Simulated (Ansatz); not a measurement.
# Moving the functional in CoO

```yaml
crystal:
  lattice:
    - [1.60222, 0.92504, 2.56647]
    - [-1.60222, 0.92504, 2.56647]
    - [0.00000, -1.85008, 2.56647]
  atoms:
    - { symbol: Co, position: [0.99898, 0.99898, 0.99898] }
    - { symbol: O, position: [0.75102, 0.75102, 0.75102] }
```

Measurements of this composition are mostly on another form, of space group No. 225.

Kept alike: task band structure; k mesh 10 × 10 × 10; occupations fermi-dirac, width 0.05 eV; collinear spin, ferromagnetic start. Program: Ansatz, Ansatz PAW. Cutoffs run from 420 to 500 eV. The mesh is that of the run's cell of 2 atoms. No spin-orbit coupling.

| functional | pressure (GPa) | largest site moment (μB) |
| --- | --- | --- |
| LDA | -15.85 | 2.11 |
| PBEsol | -7.92 | 2.22 |
| r2SCAN | 4.11 | 2.41 |

Pressure is positive in compression, with a Pulay correction for the finite cutoff. The runs hold the magnetic state that their start led to, which needn't be the lowest. Site moments count inside each atom's sphere or projector. All rows use potentials made for PBE.

The pressure runs from -15.85 (LDA) to 4.11 GPa (r2SCAN). A positive pressure means that the functional's own cell is larger than the one given, a negative one that it is smaller. The largest site moment runs from 2.11 (LDA) to 2.41 μB (r2SCAN).
